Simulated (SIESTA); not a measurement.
C:

```
C
1.0
     2.52210    0.00000    0.00000
    -1.26105    2.18420    0.00000
     0.00000    0.00000    8.23710
C
8
Direct
  0.66667 0.33333 0.84375
  0.33333 0.66667 0.34375
  0.66667 0.33333 0.65625
  0.33333 0.66667 0.15625
  0.00000 0.00000 0.90625
  0.00000 0.00000 0.40625
  0.00000 0.00000 0.59375
  0.00000 0.00000 0.09375
```

This is a hexagonal form of diamond, not graphite.

Program: SIESTA 5.4.2. Alike in all runs: task band structure; no spin polarisation; cell as given; k mesh 12 × 12 × 4; smearing fermi-dirac 0.05 eV; grid cutoff 500 Ry; energy shift 0.002 Ry.

Q: Order these runs on this cell by their pressure, lowest first.
A. level B86bPBE; potentials or basis PseudoDojo 0.4 standard (PBE files), DZP (energy shift 0.002 Ry)
B. level PBE; potentials or basis PseudoDojo 0.4 standard (PBE files), TZ (energy shift 0.002 Ry)
C. level vdW-DF2; potentials or basis PseudoDojo 0.4 standard (PBE files), DZP (energy shift 0.002 Ry)

A: B (5.5 GPa), A (12.2 GPa), C (30.8 GPa).

Caveats: the basis of atomic orbitals isn't converged, which shifts pressures, moduli and gaps; the potentials were made for another functional, which shifts forces and pressure (some runs); a pressure of tens of GPa on the cell as given is suspect, and the run, the potentials or the cell itself is likely at fault (some runs); the basis has no polarisation orbitals (some runs).
